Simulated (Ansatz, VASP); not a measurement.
# Two plane-wave programs on Li2Se

INCAR

```
SYSTEM = Li2Se
ALGO = Normal
EDIFF = 1E-7
ENCUT = 520
GGA = PE
ISIF = 2
ISMEAR = -1
LASPH = .TRUE.
LCHARG = .FALSE.
LREAL = .FALSE.
LWAVE = .FALSE.
NBANDS = 13
NELM = 60
PREC = Accurate
SIGMA = 0.05
```

Contents of KPOINTS:

```
k-points
0
G
  8 8 8
  0 0 0
```

Contents of POSCAR:

```
Li2Se
1.0
    0.0000000000      2.9412072914      2.9412072914
    2.9412072914      0.0000000000      2.9412072914
    2.9412072914      2.9412072914      0.0000000000
Se Li
1 2
Direct
    0.0000000000      0.0000000000      0.0000000000
    0.7500000000      0.7500000000      0.7500000000
    0.2500000000      0.2500000000      0.2500000000
```

File input.yaml:

```yaml
crystal:
  lattice:
    - [0.0, 2.9412072914, 2.9412072914]
    - [2.9412072914, 0.0, 2.9412072914]
    - [2.9412072914, 2.9412072914, 0.0]
  atoms:
    - { symbol: Se, position: [0.0, 0.0, 0.0] }
    - { symbol: Li, position: [0.75, 0.75, 0.75] }
    - { symbol: Li, position: [0.25, 0.25, 0.25] }
hamiltonian:
  xc: pbe
  pseudopotentials: { kind: paw }
kpoints:
  mp_grid: { grid: [8, 8, 8] }
scf:
  occupations: { method: fermi_dirac, width: 0.05 }
output:
  forces: true
  stress: true
  eigenvalues: true
```

Change from the starting cell: volume scaled by 0.94.

Alike in both runs: task single point; functional PBE; k mesh 8 × 8 × 8; occupations fermi-dirac, width 0.05 eV; no spin polarisation.

|  | VASP | Ansatz |
| --- | --- | --- |
| version | VASP 6.6.1 | Ansatz 0.2.0 |
| potentials or method | VASP PAW PBE potentials, release 64 (Se, Li_sv) | Ansatz PAW |
| plane-wave cutoff (eV) | 520 | 420 |
| valence electrons in the cell | 12 | 22 |

VASP gave:

| Item | Value |
| --- | --- |
| gap on the k mesh at the Fermi level (eV) | 2.92 |
| least direct gap on the mesh (eV) | 3.66 |

Problem. Which values does Ansatz return?

Solution. gap on the k mesh at the Fermi level (eV): 2.93; least direct gap on the mesh (eV): 3.65.

The two sets of potentials don't hold the same shells in valence.

 A k mesh can miss the band edges.
